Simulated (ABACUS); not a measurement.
**Ru under changes of volume**

One of the cells (13.575 Å³/atom); the others are scaled copies at fixed shape and fractional positions:

```
Ru
1.0
     2.70580    0.00000    0.00000
    -1.35290    2.34329    0.00000
     0.00000    0.00000    4.28190
Ru
2
Cartesian
  1.3529 0.7811 3.2114
  0.0000 1.5622 1.0705
```

| Quantity | Value |
| --- | --- |
| Program | ABACUS 3.10.1 |
| Functional | SCAN |
| Potentials or basis | SG15 ONCV 1.2 PBE |
| Cutoff | 1320 eV |
| Density cutoff | 5279 eV |
| Basis | plane waves |
| k mesh | 7 × 7 × 4 |
| Occupations | fermi-dirac, width 0.05 eV |
| Spin | no spin polarisation |

| volume (Å³/atom) | energy over the lowest point (meV/atom) | pressure (GPa) |
| --- | --- | --- |
| 12.760 | 28.91 | 17.4 |
| 13.032 | 7.54 | 8.5 |
| 13.303 | 0.00 | 0.6 |
| 13.575 | 3.09 | -6.2 |
| 13.846 | 19.14 | -12.5 |
| 14.118 | 45.22 | -18.1 |
| 14.389 | ? | ? |

**Question.** What does the run at 14.389 Å³/atom give?

**Answer.** Energy over the lowest point 80.21 meV/atom; pressure -23.0 GPa.

Worked out: A Birch-Murnaghan fit of order 3 (a polynomial in V^(-2/3)) to the other rows has its minimum at 13.35 Å³/atom with B0 = V·E''(V) = 350 GPa (rough, since the energies scatter) at fixed shape and positions, which overstates the stiffness. It gives 81.69 meV/atom at 14.389 Å³/atom, against the run's 80.21, and -dE/dV = -24.4 GPa, against -23.0.

Energies are extrapolated to zero smearing.

Caveats: all runs use coarse meshes; the potentials were made for another functional, which shifts forces and pressure.
